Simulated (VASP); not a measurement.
A run of VASP 6.6.1:

Contents of INCAR:

```
PREC = Accurate
ENCUT = 520
EDIFF = 1E-7
ISMEAR = 0
SIGMA = 0.01
LREAL = F
LASPH = T
NELM = 100
ALGO = Fast
ISIF = 2
LWAVE = F
LCHARG = F
GGA = RE
IVDW = 13
NBANDS = 15
```

The input KPOINTS:

```
Automatic mesh
0
Gamma
  7 7 7
```

POSCAR

```
CaO
1.0
    0.0000000000      2.4035556960      2.4035556960
    2.4035556960      0.0000000000      2.4035556960
    2.4035556960      2.4035556960      0.0000000000
Ca O
1 1
Direct
   -0.0070860000      0.0117420000      0.0032250000
    0.5116020000      0.5137310000      0.4883550000
```

Potentials or basis: VASP PAW PBE potentials, release 64 (Ca_sv, O).

Command:

```sh
$ cat potpaw_PBE.64/Ca_sv/POTCAR potpaw_PBE.64/O/POTCAR > POTCAR
$ mpirun -np 1 vasp_std > vasp.out
```

Hardware: 1 thread of AMD EPYC 9R45 96-Core Processor (Zen 5), with other jobs on the host.

Q: Estimate the wall time of this run.

A: It took 100 s on 1 thread of AMD EPYC 9R45 96-Core Processor (Zen 5), with other jobs on the host, peak memory 0.18 GiB. Counts: scf iterations 21, k points 172.
